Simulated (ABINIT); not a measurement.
## Hf in ABINIT: the effect of potentials

Hf:

```
CELL_PARAMETERS angstrom
-1.80500 1.80500 1.80500
1.80500 -1.80500 1.80500
1.80500 1.80500 -1.80500
ATOMIC_POSITIONS crystal
Hf 0.00000 0.00000 0.00000
```

This isn't the form of Hf at room conditions, which is hcp.

Alike in all runs:

| Item | Value |
| --- | --- |
| Program | ABINIT 10.8.3 (patched build) |
| Task | single point |
| Functional | r2SCAN |
| k mesh | 10 × 10 × 10 |
| Occupations | fermi-dirac, width 0.05 eV |
| Spin | no spin polarisation |

```tsv
potentials	cutoff	pressure (GPa)
Ansatz PAW PBE default generated set, frozen core	490 eV	-5.5
JTH PAW PBE v2.0	626 eV	-5.5
Ansatz NC r2SCAN	1469 eV	-5.5
SG15 NC PBE v1.2	980 eV	?
PseudoDojo NC SR PBE v0.4.1 standard	952 eV	-6.9
```

Problem. What does the run with potentials SG15 NC PBE v1.2 give?

Solution. Pressure -11.5 GPa.

Caveats: the PAW data sets were made with another functional, which shifts forces and pressure a little (some runs); the potentials were made for another functional, which shifts forces and pressure (some runs); a meta-GGA on potentials with a model core is unreliable (some runs).

The runs don't all hold the same shells in valence.
